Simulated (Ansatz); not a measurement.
A run of Ansatz 0.2.0 is set up as follows.

input.yaml

```yaml
crystal:
  lattice:
    - [0.0, 3.231, 3.231]
    - [3.231, 0.0, 3.231]
    - [3.231, 3.231, 0.0]
  atoms:
    - { symbol: Pb, position: [0.0, 0.0, 0.0] }
    - { symbol: Te, position: [0.5, 0.5, 0.5] }
kpoints:
  mp_grid: { grid: [7, 7, 7] }
scf:
  occupations: { method: gaussian, width: 0.03 }
hamiltonian:
  xc: pbe
  pseudopotentials: { kind: all_electron, lapw: { basis_error: 0.001 } }
output:
  forces: true
  stress: true
  eigenvalues: true
```

Potentials or basis: all-electron LAPW, scalar-relativistic.

The run is started by

```console
$ ansatz run input.yaml --threads 1 --pin off --max-ram 3072MiB --backend cpu --events-out ev --progress --plain --runs-dir out
```

Problem. Predict the pressure.

Solution. 2.1 GPa.

Caveat: this odd mesh misses L, where the gap lies, so gap, dielectric constants and Born charges aren't listed. Spin-orbit coupling is left out, which matters for the levels of Pb, Te.
